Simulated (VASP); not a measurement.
# TePb (Imm2) in VASP: a series of runs, part 2 of 2

VASP 6.6.1. The steps go on from the part before.

### 5 Single point, PBEsol

Input file INCAR:

```
SYSTEM = TePb
PREC = Accurate ; ENCUT = 520
EDIFF = 1E-7 ; ISMEAR = 0
SIGMA = 0.05 ; LREAL = .False.
LASPH = .True. ; NELM = 100
ALGO = Normal ; ISIF = 2
LWAVE = .False. ; LCHARG = .False.
GGA = PS ; NBANDS = 17
```

Input file KPOINTS:

```
Automatic mesh
0
Gamma
  8 8 8
  0 0 0
```

Input file POSCAR:

```
TePb
1.0
    0.0000000000      3.2270000000      3.2270000000
    3.2270000000      0.0000000000      3.2270000000
    3.2270000000      3.2270000000      0.0000000000
Te Pb
1 1
Direct
    0.5219122027      0.5000000000      0.5000000000
    0.0000000000      0.0000000000      0.0000000000
```

Potentials or basis: VASP PAW PBE potentials, release 64 (Te, Pb_d).

Run with:

```
$ cat potpaw_PBE.64/Te/POTCAR potpaw_PBE.64/Pb_d/POTCAR > POTCAR
$ mpirun -np 1 vasp_std > vasp.out
```

OUTCAR:

```text
SYSTEM = TePb
   PREC = Accurate
   ENCUT = 520
   EDIFF = 1E-7
   ISMEAR = 0
   LREAL = .False.
   LASPH = .True.
   NELM = 100
   ISIF = 2
   GGA = PS

 ion  position               nearest neighbor table
   1  0.522  0.500  0.500-   2 3.16   2 3.16   2 3.23   2 3.23   2 3.30   2 3.30
   2  0.000  0.000  0.000-   1 3.16   1 3.16   1 3.23   1 3.23   1 3.30   1 3.30

  LATTYP: Found a face centered cubic cell.
 ALAT       =     6.4540000000

  Lattice vectors:

 A1 = (   0.0000000000,   3.2270000000,   3.2270000000)
 A2 = (   3.2270000000,   0.0000000000,   3.2270000000)
 A3 = (   3.2270000000,   3.2270000000,   0.0000000000)

Analysis of symmetry for initial positions (statically):
=====================================================================
 Subroutine PRICEL returns:
 Original cell was already a primitive cell.

 Routine SETGRP: Setting up the symmetry group for a
 face centered cubic supercell.

 Subroutine GETGRP returns: Found  4 space group operations
 (whereof  4 operations were pure point group operations)
 out of a pool of 48 trial point group operations.

The static configuration has the point symmetry C_2v.

Analysis of symmetry for dynamics (positions and initial velocities):
=====================================================================
 Subroutine PRICEL returns:
 Original cell was already a primitive cell.

 Routine SETGRP: Setting up the symmetry group for a
 face centered cubic supercell.

 Subroutine GETGRP returns: Found  4 space group operations
 (whereof  4 operations were pure point group operations)
 out of a pool of 48 trial point group operations.

The dynamic configuration has the point symmetry C_2v.

 Subroutine INISYM returns: Found  4 space group operations
 (whereof  4 operations are pure point group operations),
 and found     1 'primitive' translations

----------------------------------------------------------------------------------------

                                     Primitive cell

  volume of cell :      67.2089

  direct lattice vectors                    reciprocal lattice vectors
     0.000000000  3.227000000  3.227000000    -0.154942671  0.154942671  0.154942671
     3.227000000  0.000000000  3.227000000     0.154942671 -0.154942671  0.154942671
     3.227000000  3.227000000  0.000000000     0.154942671  0.154942671 -0.154942671

  length of vectors
     4.563667166  4.563667166  4.563667166     0.268368579  0.268368579  0.268368579

  position of ions in fractional coordinates (direct lattice)
     0.521912203  0.500000000  0.500000000
     0.000000000  0.000000000  0.000000000

  ion indices of the primitive-cell ions
   primitive index   ion index
                 1           1
                 2           2

----------------------------------------------------------------------------------------

 KPOINTS: Automatic mesh

Automatic generation of k-mesh.
 Grid dimensions read from file:
 generate k-points for:    8    8    8

 Generating k-lattice:

  Cartesian coordinates                     Fractional coordinates (reciprocal lattice)
    -0.019367834  0.019367834  0.019367834     0.125000000  0.000000000  0.000000000
     0.019367834 -0.019367834  0.019367834     0.000000000  0.125000000  0.000000000
     0.019367834  0.019367834 -0.019367834     0.000000000  0.000000000  0.125000000

  Length of vectors
     0.033546072  0.033546072  0.033546072

  Shift w.r.t. Gamma in fractional coordinates (k-lattice)
     0.000000000  0.000000000  0.000000000

 Subroutine IBZKPT returns following result:
 ===========================================

 Found     95 irreducible k-points:

 Following reciprocal coordinates:
            Coordinates               Weight
  0.000000  0.000000  0.000000      1.000000
  0.125000  0.000000  0.000000      4.000000
  0.000000  0.125000  0.000000      4.000000
  0.250000  0.000000  0.000000      4.000000
  0.000000  0.250000  0.000000      4.000000
  0.375000  0.000000  0.000000      4.000000
[... 16 lines left out ...]
  0.375000 -0.125000 -0.125000      4.000000
 -0.375000  0.125000  0.000000      8.000000
 [... further k-points ...]
   k-points           NKPTS =     95   k-points in BZ     NKDIM =     95   number of bands    NBANDS=     17
   number of dos      NEDOS =    301   number of ions     NIONS =      2
   total plane-waves  NPLWV =  46656
   dimension x,y,z NGX =    36 NGY =   36 NGZ =   36
   dimension x,y,z NGXF=    72 NGYF=   72 NGZF=   72
   ions per type =               1   1
   NGX,Y,Z   is equivalent  to a cutoff of  13.11, 13.11, 13.11 a.u.
   NGXF,Y,Z  is equivalent  to a cutoff of  26.23, 26.23, 26.23 a.u.
 SYSTEM =  TePb
   PREC   = accura    normal or accurate (medium, high low for compatibility)
   ISTART =      0    job   : 0-new  1-cont  2-samecut
   ICHARG =      2    charge: 1-file 2-atom 10-const
   ISPIN  =      1    spin polarized calculation?
   LNONCOLLINEAR =      F non collinear calculations
   LSORBIT =      F    spin-orbit coupling
   LASPH  =      T    aspherical Exc in radial PAW
   ENCUT  =  520.0 eV  38.22 Ry    6.18 a.u.   8.49  8.49  8.49*2*pi/ulx,y,z
   NELM   =    100;   NELMIN=  2; NELMDL= -5     # of ELM steps
   EDIFF  = 0.1E-06   stopping-criterion for ELM
   LREAL  =      F    real-space projection
   EDIFFG = 0.1E-05   stopping-criterion for IOM
   NSW    =      0    number of steps for IOM
   IBRION =     -1    ionic relax: 0-MD 1-quasi-New 2-CG
   NFREE  =      0    steps in history (QN), initial steepest desc. (CG)
   ISIF   =      2    stress and relaxation
   ISYM   =      2    0-nonsym 1-usesym 2-fastsym
   POTIM  = 0.5000    time-step for ionic-motion
   TEBEG  =    0.0;   TEEND  =   0.0 temperature during run
   PSTRESS=    0.0 pullay stress
   NELECT =      20.0000    total number of electrons
   NUPDOWN=      -1.0000    fix difference up-down
   EMIN   =  10.00;   EMAX   =-10.00  energy-range for DOS
   EFERMI =   0.00;   METHOD = LEGACY
   ISMEAR =     0;   SIGMA  =   0.05  broadening in eV -4-tet -1-fermi 0-gaus
   EFERMI_NEDOS =   21; number of points for ismear=-14 and -15
   IALGO  =     38    algorithm
   IMIX   =      4    mixing-type and parameters
     AMIX     =   0.40;   BMIX     =  1.00
     AMIX_MAG =   1.60;   BMIX_MAG =  1.00
  volume/ion in A,a.u.               =      33.60       226.77
  Fermi-wavevector in a.u.,A,eV,Ry     =   1.092972  2.065418 16.253366  1.194589
  Thomas-Fermi vector in A             =   2.229249
   LORBIT       =      0    0 simple, 1 ext, 2 COOP (PROOUT), +10 PAW based schemes
   GGA     = PS    functional components
   LHFCALC =     F    Hartree Fock is set to
   AEXX    =    0.0000 exact exchange contribution
   IVDW    =     0    specifies the selected vdW correction
   LEPSILON=     F    determine dielectric tensor
   LRPA    =     F    only Hartree local field effects (RPA)
 non-spin polarized calculation
 Gauss-broadening in eV      SIGMA  =   0.05
  energy-cutoff  :      520.00
  volume of cell :       67.21
 maximum number of plane-waves:      1837
 NGX is ok and might be reduce to    36
   NGX = 17   NGY = 17   NGZ = 17

 number of electron      20.0000002 magnetization

 Free energy of the ion-electron system (eV)
  ---------------------------------------------------
  ext. energy  EPLUGINS =         0.00000000
  ---------------------------------------------------
  free energy    TOTEN  =        -8.25628199 eV

  energy without entropy =       -8.25628199  energy(sigma->0) =       -8.25628199

 E-fermi :   5.7198     XC(G=0):  -9.4851

 val. band max:        5.5065212434   @ k =   0.0000   0.5000   0.0000
 cond. band min:       6.1833263235   @ k =   0.0000   0.5000   0.0000
 fundamental gap:      0.6768050801
 Fermi energy:         5.7197999672

 k-point     1 :       0.0000    0.0000    0.0000
  band No.  band energies     occupation
      1     -11.1198      2.00000
      2     -11.1197      2.00000
      3     -11.1084      2.00000
      4     -11.1078      2.00000
      5     -11.1073      2.00000
      6      -6.5667      2.00000
[... 9 lines left out ...]
     16      11.3101      0.00000
     17      12.7272      0.00000
[... 441 lines left out ...]
 k-point    24 :      -0.3750    0.1250    0.0000
  band No.  band energies     occupation
      1     -11.1378      2.00000
      2     -11.1328      2.00000
      3     -11.1040      2.00000
      4     -11.0920      2.00000
      5     -11.0915      2.00000
      6      -5.2266      2.00000
[... 9 lines left out ...]
     16      14.3900      0.00000
     17      15.6521      0.00000

 [... further k-points ...]

------------------------ aborting loop because EDIFF is reached ----------------------------------------

  FORCE on cell =-STRESS in cart. coord.  units (eV):
  Direction    XX          YY          ZZ          XY          YZ          ZX
  --------------------------------------------------------------------------------------
  -------------------------------------------------------------------------------------
  Total       -0.1117589     -0.0326254     -0.0326254      0.0000000      0.0171398      0.0000000
  in kB       -2.6641931     -0.7777499     -0.7777499      0.0000000      0.4085922      0.0000000
  external PRESSURE =      -1.4065643 kB  Pullay stress =       0.0000000 kB

 VOLUME and BASIS-vectors are now :
 -----------------------------------------------------------------------------
  energy-cutoff  :      520.00
  volume of cell :       67.21
      direct lattice vectors                 reciprocal lattice vectors
     0.000000000  3.227000000  3.227000000    -0.154942671  0.154942671  0.154942671
     3.227000000  0.000000000  3.227000000     0.154942671 -0.154942671  0.154942671
     3.227000000  3.227000000  0.000000000     0.154942671  0.154942671 -0.154942671

 POSITION                                       TOTAL-FORCE (eV/Angst)
 -----------------------------------------------------------------------------------
      3.22700      3.29771      3.29771         0.000000     -0.040995     -0.040995
      0.00000      0.00000      0.00000        -0.000000      0.040995      0.040995
 -----------------------------------------------------------------------------------
    total drift:                                0.000000     -0.000102     -0.000102

  FREE ENERGIE OF THE ION-ELECTRON SYSTEM (eV)
  ---------------------------------------------------
  free  energy   TOTEN  =        -8.2562819928 eV

  energy  without entropy=       -8.2562819928  energy(sigma->0) =       -8.25628199
```

stdout:

```text
POSCAR found type information on POSCAR TePb
 POSCAR found :  2 types and       2 ions
 scaLAPACK will be used
 -----------------------------------------------------------------------------
|                                                                             |
|                                                                             |
|     You enforced a specific xc type in the INCAR file but a different       |
|     I HOPE YOU KNOW WHAT YOU ARE DOING!                                     |
|                                                                             |
 -----------------------------------------------------------------------------

 LDA part: xc-table for (Slater+PW92), standard interpolation
 POSCAR, INCAR and KPOINTS ok, starting setup
 FFT: planning ... GRIDC
 FFT: planning ... GRID_SOFT
 FFT: planning ... GRID
 WAVECAR not read
 entering main loop
```

Wall time 33 s (1 thread of Intel Xeon 6975P-C (Granite Rapids), shared host); peak memory 0.27 GiB.

Results:

| Quantity | Value |
| --- | --- |
| Free energy | -8.2563 eV |
| Pressure | -0.1 GPa |
| Largest force | 0.058 eV/Å |
| Band gap on the k mesh | 0.68 eV, direct |

Forces on the atoms (eV/Å):
```
Te   0.000 -0.041 -0.041
Pb   0.000  0.041  0.041
```

Stress tensor (GPa, compression positive):
```
-0.27  0.00  0.00
 0.00 -0.08  0.04
 0.00  0.04 -0.08
```

Levels at points of the mesh, in eV from the valence-band top:
```csv
k point,band 8,band 9,band 10,band 11,band 12,band 13
"(0.00, 0.00, 0.00)",-1.36,-1.34,-1.34,4.01,4.02,4.07
"(0.50, 0.00, 0.00)",-0.92,-0.89,-0.05,0.71,1.24,1.28
"(0.00, 0.50, 0.00)",-0.92,-0.91,0.00,0.68,1.28,1.29
"(0.50, 0.50, 0.00)",-4.53,-2.82,-2.82,3.17,5.49,5.51
"(0.00, 0.50, 0.50)",-4.55,-2.84,-2.80,3.14,5.49,5.54
```

Caveat: the PAW data sets were made with another functional, which shifts forces and pressure a little; spin-orbit coupling is left out, which as a rule narrows the gap of such compounds by several tenths of an eV. A k mesh can miss the band edges.

### 6 The runs side by side

| cell | gap on the mesh (eV) | pressure (GPa) | largest force (eV/Å) |
| --- | --- | --- | --- |
| all Te atoms moved +0.013 Å, as atom 1 towards its neighbour atom 1 (Te) at 4.564 Å | 0.66 | -0.2 | 0.01 |
| all Te atoms moved +0.025 Å, as atom 1 towards its neighbour atom 1 (Te) at 4.564 Å | 0.66 | -0.3 | 0.01 |
| all Te atoms moved +0.037 Å, as atom 1 towards its neighbour atom 1 (Te) at 4.564 Å | 0.66 | -0.2 | 0.02 |
| all Te atoms moved -0.100 Å, as atom 1 towards its neighbour atom 1 (Te) at 4.564 Å | 0.68 | -0.1 | 0.06 |

Alike in all rows: task single point; level PBEsol; potentials or basis VASP PAW PBE potentials, release 64 (Te, Pb_d); no spin polarisation; k mesh 8 × 8 × 8; cutoff (eV) 520; smearing gaussian 0.05 eV.

Caveats: the PAW data sets were made with another functional, which shifts forces and pressure a little; spin-orbit coupling is left out, which as a rule narrows the gap of such compounds by several tenths of an eV.

Absolute energies hang on the potentials; compare differences alone.
